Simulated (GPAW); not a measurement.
Set up this calculation in GPAW 26.7.0, as an ASE script.

- Task: equation of state
- Functional: optPBE-vdW
- Potentials or basis: GPAW PAW data sets (gpaw-data 1.2.1)
- Cutoff: 600 eV
- Basis: pw
- k mesh: 6 × 6 × 6
- Occupations: fermi-dirac, width 0.05 eV
- Spin: no spin polarisation
- Maxiter: 150
- Eos scales: [0.94, 0.96, 0.98, 1.0, 1.02, 1.04, 1.06]

The structure of PbSe (Clausthalite) lies in PbSe.xyz:

```xyz
2
Lattice="0.0000000000 3.0606500000 3.0606500000 3.0606500000 0.0000000000 3.0606500000 3.0606500000 3.0606500000 0.0000000000" Properties=species:S:1:pos:R:3 pbc="T T T"
Pb     0.0000000000      0.0000000000      0.0000000000
Se     3.0606500000      3.0606500000      3.0606500000
```

The input as run:

run.py

```python
from ase.eos import EquationOfState
from ase.io import Trajectory, read
from ase.units import GPa
from gpaw import GPAW, PW

atoms = read('PbSe.xyz')

traj = Trajectory('eos.traj', 'w')
volumes, energies = [], []
for x in [0.94, 0.96, 0.98, 1.0, 1.02, 1.04, 1.06]:
    a = atoms.copy()
    a.set_cell(atoms.cell * x**(1 / 3), scale_atoms=True)
    calc = GPAW(mode=PW(600),
                xc={'name': 'optPBE-vdW', 'backend': 'libvdwxc'},
                kpts={'size': (6, 6, 6), 'gamma': True},
                occupations={'name': 'fermi-dirac', 'width': 0.05},
                nbands=19,
                convergence={'density': 1e-05, 'energy': 1e-05},
                maxiter=150,
                txt=f'eos-{x:.2f}.txt')
    a.calc = calc
    energies.append(a.get_potential_energy(force_consistent=True))
    volumes.append(a.get_volume())
    calc.write(f'eos-{x:.2f}.gpw')
    traj.write(a)
    print(f'{x:.2f} {volumes[-1]:10.4f} A^3 {energies[-1]:14.6f} eV', flush=True)

v0, e0, B = EquationOfState(volumes, energies, eos='birchmurnaghan').fit()
print(f'V0 = {v0:.4f} A^3, E0 = {e0:.6f} eV, B0 = {B / GPa:.2f} GPa')
```

Potentials or basis: GPAW PAW data sets (gpaw-data 1.2.1), pw.

Run with:

```console
$ OMP_NUM_THREADS=1 python run.py
```

It gave:

The equilibrium volume is 30.49 Å³/atom (rough: see the caveat) and the bulk modulus is 46 GPa (rough).

Caveat: the minimum lies outside the volumes run; the PAW data sets were made with another functional, which shifts forces and pressure a little.

It took 61 s on 1 thread of Arm Neoverse V2, with other jobs on the host, peak memory 0.31 GiB.
